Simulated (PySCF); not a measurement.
Isomers of C7H8O, mass 108.058 u with the commonest isotopes. Computed with PBE0-D3(BJ)/def2-TZVP geometry optimisation, gas phase (PySCF 2.14.0). One conformer each, none proved a minimum here; rigid rotors.

**Question.** Order these by rotational constant B, largest first.
A. `[CH3:1][c:2]1[cH:3][cH:4][c:5]([OH:6])[cH:7][cH:8]1` with C4–C5–O6–H 0° (p-cresol)
B. `[CH3:1][c:2]1[cH:3][cH:4][cH:5][c:6]([OH:7])[cH:8]1` with C5–C6–O7–H 179° (m-cresol)
C. `[CH3:1][O:2][c:3]1[cH:4][cH:5][cH:6][cH:7][cH:8]1` with C1–O2–C3–C4 -179° (anisole)
D. `[CH3:1][c:2]1[cH:3][cH:4][cH:5][cH:6][c:7]1[OH:8]` with C6–C7–O8–H 180° (o-cresol)

**Answer.** D (2224 MHz), B (1814 MHz), C (1589 MHz), A (1472 MHz).

**Question.** Order these by dipole moment, largest first.
A. `[CH3:1][O:2][c:3]1[cH:4][cH:5][cH:6][cH:7][cH:8]1` with C1–O2–C3–C4 -179° (anisole)
B. `[CH3:1][c:2]1[cH:3][cH:4][cH:5][c:6]([OH:7])[cH:8]1` with C5–C6–O7–H 179°
C. `[OH:1][CH2:2][c:3]1[cH:4][cH:5][cH:6][cH:7][cH:8]1` with H–O1–C2–C3 -55°, O1–C2–C3–C4 -37°

**Answer.** B (1.64 D), C (1.46 D), A (1.28 D).

**Question.** Order these by rotational constant A, largest first.
A. `[CH3:1][O:2][c:3]1[cH:4][cH:5][cH:6][cH:7][cH:8]1` with C1–O2–C3–C4 -179°
B. `[CH3:1][c:2]1[cH:3][cH:4][c:5]([OH:6])[cH:7][cH:8]1` with C4–C5–O6–H 0°
C. `[CH3:1][c:2]1[cH:3][cH:4][cH:5][cH:6][c:7]1[OH:8]` with C6–C7–O8–H 180°
D. `[CH3:1][c:2]1[cH:3][cH:4][cH:5][c:6]([OH:7])[cH:8]1` with C5–C6–O7–H 179° (m-cresol)
E. `[OH:1][CH2:2][c:3]1[cH:4][cH:5][cH:6][cH:7][cH:8]1` with H–O1–C2–C3 -55°, O1–C2–C3–C4 -37°

**Answer.** B (5567 MHz), A (5094 MHz), E (4892 MHz), D (3706 MHz), C (3297 MHz).

```json
{"SMILES": "COc1ccccc1", "point group": "Cs", "Ia (u·Å²)": "99.21", "Ib (u·Å²)": "318.01", "Ic (u·Å²)": "414.00", "κ": "-0.81", "μa (D)": "0.79", "μb (D)": "1.01", "μc (D)": "0.03"}
{"SMILES": "Cc1cccc(O)c1", "point group": "–", "Ia (u·Å²)": "136.39", "Ib (u·Å²)": "278.66", "Ic (u·Å²)": "411.91", "κ": "-0.53", "μa (D)": "0.98", "μb (D)": "1.32", "μc (D)": "0.06"}
{"SMILES": "Cc1ccccc1O", "point group": "–", "Ia (u·Å²)": "153.31", "Ib (u·Å²)": "227.19", "Ic (u·Å²)": "377.34", "κ": "-0.10", "μa (D)": "1.07", "μb (D)": "1.34", "μc (D)": "0.00"}
{"SMILES": "Cc1ccc(O)cc1", "point group": "–", "Ia (u·Å²)": "90.78", "Ib (u·Å²)": "343.44", "Ic (u·Å²)": "431.08", "κ": "-0.86", "μa (D)": "0.28", "μb (D)": "1.34", "μc (D)": "0.02"}
{"SMILES": "OCc1ccccc1", "point group": "C1", "Ia (u·Å²)": "103.31", "Ib (u·Å²)": "339.29", "Ic (u·Å²)": "428.01", "κ": "-0.83", "μa (D)": "1.09", "μb (D)": "0.67", "μc (D)": "0.71"}
```
